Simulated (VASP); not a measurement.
Wanted: the native input for a VASP 6.6.1 run.

- Task: band structure
- Functional: HSE06
- Potentials or basis: VASP PAW PBE potentials, release 64 (Si, C)
- Cutoff: 520 eV
- k mesh: 6 × 6 × 6
- Occupations: gaussian, width 0.02 eV
- Spin: no spin polarisation
- Grid for exact exchange (PRECFOCK): Fast
- Screening parameter: 0.2 1/A
- Further INCAR settings: ALGO = Normal; EDIFF = 1e-06

Crystal: SiC.

```xyz
2
Lattice="0.0000 2.1791 2.1791 2.1791 0.0000 2.1791 2.1791 2.1791 0.0000" Properties=species:S:1:pos:R:3 pbc="T T T"
Si    3.2687    3.2687    3.2687
C     0.0000    0.0000    0.0000
```

The cell is a database's computed one.

One way to write it, as run:

POSCAR

```
SiC
1.0
    0.0000000000      2.1791100000      2.1791100000
    2.1791100000      0.0000000000      2.1791100000
    2.1791100000      2.1791100000      0.0000000000
Si C
1 1
Direct
    0.7500000000      0.7500000000      0.7500000000
    0.0000000000      0.0000000000      0.0000000000
```

INCAR.step1

```
SYSTEM = SiC
ALGO = Normal
EDIFF = 1E-5
ENCUT = 520
GGA = PE
ISIF = 2
ISMEAR = 0
LASPH = .True.
LCHARG = .False.
LREAL = .False.
LWAVE = .True.
NELM = 80
PREC = Accurate
SIGMA = 0.02
```

INCAR.step2

```
SYSTEM = SiC
ALGO = Normal
EDIFF = 1E-6
ENCUT = 520
GGA = PE
HFSCREEN = 0.2
ISIF = 2
ISMEAR = 0
ISTART = 1
LASPH = .True.
LCHARG = .False.
LHFCALC = .True.
LREAL = .False.
LWAVE = .False.
NELM = 80
PREC = Accurate
PRECFOCK = Fast
SIGMA = 0.02
```

KPOINTS

```
k-points
0
Gamma
  6 6 6
  0 0 0
```

KPOINTS_OPT

```
path GXWKGLUWLK,UX
10
line-mode
reciprocal
 0.0000000000  0.0000000000  0.0000000000  G
 0.5000000000  0.0000000000  0.5000000000  X

 0.5000000000  0.0000000000  0.5000000000  X
 0.5000000000  0.2500000000  0.7500000000  W

 0.5000000000  0.2500000000  0.7500000000  W
 0.3750000000  0.3750000000  0.7500000000  K

 0.3750000000  0.3750000000  0.7500000000  K
 0.0000000000  0.0000000000  0.0000000000  G

 0.0000000000  0.0000000000  0.0000000000  G
 0.5000000000  0.5000000000  0.5000000000  L

 0.5000000000  0.5000000000  0.5000000000  L
 0.6250000000  0.2500000000  0.6250000000  U

 0.6250000000  0.2500000000  0.6250000000  U
 0.5000000000  0.2500000000  0.7500000000  W

 0.5000000000  0.2500000000  0.7500000000  W
 0.5000000000  0.5000000000  0.5000000000  L

 0.5000000000  0.5000000000  0.5000000000  L
 0.3750000000  0.3750000000  0.7500000000  K

 0.6250000000  0.2500000000  0.6250000000  U
 0.5000000000  0.0000000000  0.5000000000  X
```

Potentials or basis: VASP PAW PBE potentials, release 64 (Si, C).

The run is started by

```console
$ cat potpaw_PBE.64/Si/POTCAR potpaw_PBE.64/C/POTCAR > POTCAR
$ cp INCAR.step1 INCAR
$ mpirun -np 1 vasp_std > vasp.out
$ cp INCAR.step2 INCAR
$ mpirun -np 1 vasp_std > vasp.out
```

It gave:

| Quantity | Value |
| --- | --- |
| Pressure | -1.8 GPa |
| Band gap on the k mesh | 2.25 eV, indirect (least direct gap 5.75 eV) |
| Band gap along the path | 2.25 eV, indirect (least direct gap 5.75 eV) |

Caveat: the PAW data sets were made with another functional, which shifts forces and pressure a little.

It took 5.2 min on 1 thread of Intel(R) Xeon(R) Platinum 8559C (Emerald Rapids) (shared host), peak memory 0.26 GiB.
